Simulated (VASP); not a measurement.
The system is SnO2.

```
CELL_PARAMETERS angstrom
5.11615 0.00000 0.00000
0.00000 5.11615 0.00000
0.00000 0.00000 5.11615
ATOMIC_POSITIONS crystal
Sn 0.00000 0.50000 0.50000
Sn 0.50000 0.50000 0.00000
Sn 0.50000 0.00000 0.50000
Sn 0.00000 0.00000 0.00000
O 0.33918 0.16082 0.83918
O 0.16082 0.83918 0.33918
O 0.83918 0.33918 0.16082
O 0.66082 0.66082 0.66082
O 0.33918 0.33918 0.33918
O 0.16082 0.66082 0.83918
O 0.83918 0.16082 0.66082
O 0.66082 0.83918 0.16082
```

Measurements of this composition are mostly on another form, of space group No. 136.

Base run:

* Program: VASP 6.6.1
* Functional: r2SCAN
* Potentials or basis: VASP PAW PBE potentials, release 64 (Sn_d, O)
* Cutoff: 520 eV
* k mesh: 6 × 6 × 6
* Occupations: gaussian, width 0.02 eV
* Spin: no spin polarisation

Its results: band gap on the k mesh 1.52 eV, indirect (least direct gap 1.60 eV).

Question: The run is repeated on the same cell with these changes: functional from r2SCAN to TB-mBJ. What comes out?

Answer: Band gap on the k mesh 2.57 eV, indirect (least direct gap 2.69 eV).

Caveats: spin-orbit coupling is left out, which moves the levels of the heavy elements.
